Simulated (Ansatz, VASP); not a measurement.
One calculation of Sc, two programs

The input INCAR:

```
SYSTEM = Sc
PREC     = Accurate       ! precision mode
ENCUT    = 520            ! plane-wave cutoff, eV
EDIFF    = 1E-7           ! SCF threshold, eV
ISMEAR   = -1             ! smearing method
SIGMA    = 0.03           ! smearing width, eV
LREAL    = .FALSE.        ! projectors in reciprocal space
LASPH    = .TRUE.         ! aspherical terms in the spheres
NELM     = 80             ! most SCF steps
ALGO     = Fast           ! electronic algorithm
ISIF     = 2              ! what is computed and relaxed
LWAVE    = .FALSE.        ! write WAVECAR
LCHARG   = .TRUE.         ! write CHGCAR
GGA      = PE             ! functional
LELF     = .TRUE.         ! ELF
LVHAR    = .TRUE.       
NBANDS   = 12             ! bands
```

KPOINTS

```
Automatic mesh
0
G
  4 4 4
  0 0 0
```

Contents of POSCAR:

```
Sc
1.0
    0.0000000000      2.2600000000      2.2600000000
    2.2600000000      0.0000000000      2.2600000000
    2.2600000000      2.2600000000      0.0000000000
Sc
1
Direct
    0.0000000000      0.0000000000      0.0000000000
```

Contents of input.yaml:

```yaml
crystal:
  lattice:
    - [0.0, 2.26, 2.26]
    - [2.26, 0.0, 2.26]
    - [2.26, 2.26, 0.0]
  atoms:
    - { symbol: Sc, position: [0.0, 0.0, 0.0] }
kpoints:
  mp_grid: { grid: [4, 4, 4] }
scf:
  occupations: { method: fermi_dirac, width: 0.03 }
hamiltonian:
  xc: pbe
  pseudopotentials: { kind: all_electron, lapw: { basis_error: 0.003 } }
output:
  forces: true
  stress: true
  eigenvalues: true
```

This isn't the form of Sc at room conditions, which is hcp.

Alike in both runs: task single point; functional PBE; k mesh 4 × 4 × 4; occupations fermi-dirac, width 0.03 eV; no spin polarisation.

```csv
,VASP,Ansatz
version,VASP 6.6.1,Ansatz 0.2.0
potentials or method,"VASP PAW PBE potentials, release 64 (Sc_sv)","all-electron LAPW, scalar-relativistic"
plane-wave cutoff (eV),520,see its input
```

```tsv
	VASP	Ansatz	Ansatz less VASP
gap on the k mesh at the Fermi level (eV)	none	none	-
pressure (GPa)	4.3	4.3	-0.03
```

A gap of «none» marks a metal or a gap that the smearing closes. Ansatz ran all-electron here, so the differences hold the error of VASP's frozen core and of both bases.

Caveats: the k mesh is coarse (spacing up to 0.60 Å⁻¹), so the values aren't converged.
